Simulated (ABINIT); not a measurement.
# C in ABINIT: further runs

Runs on C. Level: LDA. Tasks: single point.

Everything below comes from runs of ABINIT 10.8.3 (patched build). Logs are shortened: lines on timing, memory, paths and dates and some standing lists are left out, and cuts for length are marked. The log counts tension as positive stress, the text compression.

## Step 1: Starting point

The cell holds a slab with vacuum, 4 atoms: a = 2.456 Å, b = 2.456 Å, c = 24.134 Å, α = 90.00°, β = 90.00°, γ = 120.00°.

The slab is cut from a database's or a generator's crystal, which needn't be the stable form of the element.

## Step 2: Single point, LDA

File run.abi:

```
# Pseudopotentials
pp_dirpath "./"
pseudos "C.upf"

# Structure
acell 2.456227506 2.456227506 24.1339601687 Angstrom
rprim
     1.0000000000     0.0000000000     0.0000000000
    -0.5000000000     0.8660254038     0.0000000000
     0.0000000000     0.0000000000     1.0000000000
ntypat 1
znucl 6
natom 4
typat 1 1 1 1
xred
     0.6666666667     0.3333333333     0.5704754400
     0.3333333333     0.6666666667     0.4295245600
     0.0000000000     0.0000000000     0.4295312300
     0.0000000000     0.0000000000     0.5704687700

# Plane-wave basis
ecut 843.552974 eV

# k points
kptopt 1
ngkpt 9 9 2
nshiftk 1
shiftk 0.0 0.0 0.0

# Exchange and correlation
ixc 7

# Bands and occupations
nband 12
occopt 3
tsmear 0.00183747

# SCF cycle
nstep 100
tolvrs 1.0e-10

# Output
iomode 3
prtwf 0
prtden 0
prteig 0
prtebands 0
```

Potentials or basis: PseudoDojo NC SR LDA v0.4.1 standard.

The run is started by

```bash
mpirun --bind-to none -np 4 abinit run.abi > log 2>&1
```

run.abo:

```text
.Version 10.8.3 of ABINIT
 Symmetries : space group P-3 m 1 (#164); Bravais hP (primitive hexag.)
================================================================================
 Values of the parameters that define the memory need of the present run
     intxc =       0    ionmov =       0      iscf =       7    lmnmax =       4
     lnmax =       4     mgfft =     240  mpssoang =       2    mqgrid =   11431
     natom =       4  nloc_mem =       1    nspden =       1   nspinor =       1
    nsppol =       1      nsym =      12    n1xccc =    2501    ntypat =       1
    occopt =       3   xclevel =       1
       mpw =        7052          nfft =      138240          nkpt =          24
================================================================================
================================================================================

--------------------------------------------------------------------------------
------------- Echo of variables that govern the present computation ------------
--------------------------------------------------------------------------------
 -outvars: echo values of preprocessed input variables --------
            acell      4.6415972893E+00  4.6415972893E+00  4.5606575052E+01 Bohr
              amu      1.20110000E+01
             ecut      3.10000000E+01 Hartree
              ixc           7
         kptrlatt        9    0    0      0    9    0      0    0    2
          kptrlen      4.17743756E+01
            natom           4
            nband          12
            ngfft          24      24     240
             nkpt          24
            nstep         100
             nsym          12
           ntypat           1
           occopt           3
           prtden           0
        prtebands           0
           prteig           0
            prtwf           0
            rprim      1.0000000000E+00  0.0000000000E+00  0.0000000000E+00
                      -5.0000000000E-01  8.6602540380E-01  0.0000000000E+00
                       0.0000000000E+00  0.0000000000E+00  1.0000000000E+00
          spgroup         164
           tolvrs      1.00000000E-10
           tsmear      1.83747000E-03 Hartree
            typat      1  1  1  1
           xangst      1.2281137530E+00  7.0905180590E-01  1.3767831546E+01
                      -2.8045122815E-16  1.4181036118E+00  1.0366128623E+01
                       2.2724669424E-17  3.9360282028E-17  1.0366289596E+01
                       2.2724669424E-17  3.9360282028E-17  1.3767670573E+01
            xcart      2.3207986446E+00  1.3399137222E+00  2.6017430970E+01
                      -5.2997601288E-16  2.6798274445E+00  1.9589144082E+01
                       4.2943401513E-17  7.4380153272E-17  1.9589448278E+01
                       4.2943401513E-17  7.4380153272E-17  2.6017126774E+01
[... 144 lines left out ...]
    1      -0.000000000000     -0.000000000000      0.001685815999
    2      -0.000000000000     -0.000000000000     -0.001685815999
    3      -0.000000000000      0.000000000000     -0.030512188953
    4       0.000000000000     -0.000000000000      0.030512188953

 cartesian coordinates (angstrom) at end:
    1      1.22811375300000     0.70905180590277    13.76783154618161
    2     -0.00000000000000     1.41810361180554    10.36612862251839
    3      0.00000000000000     0.00000000000000    10.36628959603272
    4      0.00000000000000     0.00000000000000    13.76767057266728

 cartesian forces (hartree/bohr) at end:
    1      0.00000000000000     0.00000000000000    -0.00003696431923
    2      0.00000000000000     0.00000000000000     0.00003696431923
    3      0.00000000000000    -0.00000000000000     0.00066903048338
    4     -0.00000000000000    -0.00000000000000    -0.00066903048338
 frms,max,avg= 2.7354712E-04 6.6903048E-04   0.000E+00  0.000E+00  0.000E+00 h/b

 cartesian forces (eV/Angstrom) at end:
    1      0.00000000000000     0.00000000000000    -0.00190078171896
    2      0.00000000000000     0.00000000000000     0.00190078171896
    3      0.00000000000000    -0.00000000000000     0.03440293068335
    4     -0.00000000000000    -0.00000000000000    -0.03440293068335
 frms,max,avg= 1.4066358E-02 3.4402931E-02   0.000E+00  0.000E+00  0.000E+00 e/A
 length scales=  4.641597289262  4.641597289262 45.606575052410 bohr
              =  2.456227506000  2.456227506000 24.133960168700 angstroms
 Fermi (or HOMO) energy (hartree) =  -0.07085   Average Vxc (hartree)=  -0.12523
 Eigenvalues (hartree) for nkpt=  24  k points:
 kpt#   1, nband= 12, wtk=  0.00617, kpt=  0.0000  0.0000  0.0000 (reduced coord)
  -0.78646   -0.78118   -0.37181   -0.33699   -0.18117   -0.18117   -0.18091   -0.18091
   0.05655    0.07574    0.09839    0.12279
      occupation numbers for kpt#   1
   2.00000    2.00000    2.00000    2.00000    2.00000    2.00000    2.00000    2.00000
   0.00000    0.00000    0.00000    0.00000
 prteigrs : prtvol=0 or 1, do not print more k-points.

--- !EnergyTerms
iteration_state     : {dtset: 1, }
comment             : Components of total free energy in Hartree
kinetic             :  1.69204670248510E+01
hartree             :  1.87759284448093E+02
xc                  : -8.55619591055827E+00
Ewald energy        :  1.68949937776667E+02
psp_core            :  3.27249543010388E-01
local_psp           : -3.88223861826037E+02
non_local_psp       : -1.29600401686708E+00
internal            : -2.41191229608409E+01
'-kT*entropy'       : -1.28019475837011E-04
total_energy        : -2.41192509803168E+01
total_energy_eV     : -6.56318254389156E+02
band_energy         : -6.48615109202677E+00
...

 Cartesian components of stress tensor (hartree/bohr^3)
  sigma(1 1)=  7.26126264E-05  sigma(3 2)=  0.00000000E+00
  sigma(2 2)=  7.26126264E-05  sigma(3 1)=  0.00000000E+00
  sigma(3 3)=  4.30663980E-05  sigma(2 1)=  0.00000000E+00

-Cartesian components of stress tensor (GPa)         [Pressure= -1.8466E+00 GPa]
- sigma(1 1)=  2.13633723E+00  sigma(3 2)=  0.00000000E+00
- sigma(2 2)=  2.13633723E+00  sigma(3 1)=  0.00000000E+00
- sigma(3 3)=  1.26705717E+00  sigma(2 1)=  0.00000000E+00

== END DATASET(S) ==============================================================
================================================================================

 -outvars: echo values of variables after computation  --------
            acell      4.6415972893E+00  4.6415972893E+00  4.5606575052E+01 Bohr
           etotal     -2.4119250980E+01
            fcart      1.1602235417E-28  3.3492768707E-28 -3.6964319230E-05
                       5.8011177087E-28  6.0286983672E-28  3.6964319230E-05
                       5.8011177087E-28 -4.6889876189E-28  6.6903048338E-04
                      -1.2762458959E-27 -4.6889876189E-28 -6.6903048338E-04
            rprim      1.0000000000E+00  0.0000000000E+00  0.0000000000E+00
                      -5.0000000000E-01  8.6602540380E-01  0.0000000000E+00
                       0.0000000000E+00  0.0000000000E+00  1.0000000000E+00
           strten      7.2612626426E-05  7.2612626409E-05  4.3066397993E-05
                       0.0000000000E+00  0.0000000000E+00  0.0000000000E+00
           xangst      1.2281137530E+00  7.0905180590E-01  1.3767831546E+01
                      -2.8045122815E-16  1.4181036118E+00  1.0366128623E+01
                       2.2724669424E-17  3.9360282028E-17  1.0366289596E+01
                       2.2724669424E-17  3.9360282028E-17  1.3767670573E+01
             xred      6.6666666667E-01  3.3333333333E-01  5.7047544000E-01
                       3.3333333333E-01  6.6666666667E-01  4.2952456000E-01
                       1.8503717077E-17  1.8503717077E-17  4.2953123000E-01
                       1.8503717077E-17  1.8503717077E-17  5.7046877000E-01
 Calculation completed.
```

It took 2.1 min on 4 MPI ranks of Intel Xeon at 2.50GHz (Skylake/Cascade Lake), shared host; peak memory 0.36 GiB.

What came out:

```yaml
Free_energy: -656.3183 eV
Largest_force: 0.034 eV/Å
Band_gap_on_the_k_mesh: none (metal or under the smearing width)
All_electrons_inside_the_program's_atomic_spheres: C 4.77, 4.76 (radii [1.0584] Å)
```

Forces on the atoms (eV/Å):
```
C    0.000  0.000 -0.002
C    0.000  0.000  0.002
C    0.000  0.000  0.034
C    0.000  0.000 -0.034
```

Levels at points of the mesh, in eV from the Fermi level:
```tsv
k point	band 5	band 6	band 7	band 8	band 9	band 10	band 11	band 12
(0.00, 0.00, 0.00)	-3.00	-3.00	-2.99	-2.99	3.47	3.99	4.61	5.27
(0.00, 0.00, 0.50)	-3.00	-3.00	-3.00	-3.00	3.47	3.98	4.69	5.03
```

Caveat: the cutoff is too short for stress, so the log's stress isn't used.

## Step 3: Single point, LDA

run.abi: that of step 2 with these lines changed.

```diff
@@ -2,6 +2,6 @@
 pp_dirpath "./"
-pseudos "C.upf"
+pseudos "C.hgh"
 
 # Structure
-acell 2.456227506 2.456227506 24.1339601687 Angstrom
+acell 4.6415972861 4.6415972862 45.6065750215
 rprim
@@ -21,3 +21,3 @@
 # Plane-wave basis
-ecut 843.552974 eV
+ecut 45.0
 
@@ -35,3 +35,3 @@
 occopt 3
-tsmear 0.00183747
+tsmear 0.05 eV
 
@@ -47 +47,3 @@
 prtebands 0
+enunit 2
+prtvol 2
```

Potentials or basis: HGH LDA.

The run is started by

```bash
mpirun --bind-to none -np 4 abinit run.abi > log 2>&1
```

Wall time 68 s (4 MPI ranks of Arm Neoverse V2, shared host); peak memory 0.52 GiB.

Results (log left out):

```yaml
Free_energy: -621.6544 eV
Largest_force: 0.035 eV/Å
Band_gap_on_the_k_mesh: none (metal or under the smearing width)
All_electrons_inside_the_program's_atomic_spheres: C 4.78 (radii [1.0584] Å)
```

Forces on the atoms (eV/Å):
```
C    0.000  0.000 -0.002
C    0.000  0.000  0.002
C    0.000  0.000  0.035
C    0.000  0.000 -0.035
```

Levels at points of the mesh, in eV from the Fermi level:
| k point | band 6 | band 7 | band 8 | band 9 | band 10 | band 11 |
| --- | --- | --- | --- | --- | --- | --- |
| (0.00, 0.00, 0.00) | -3.05 | -3.04 | -3.04 | 3.46 | 3.99 | 4.61 |
| (0.00, 0.00, 0.50) | -3.05 | -3.04 | -3.04 | 3.46 | 3.98 | 4.70 |

Caveat: the cutoff is too short for stress, so the log's stress isn't used; HGH potentials are hard and often keep d shells in the core, so these values are rough.
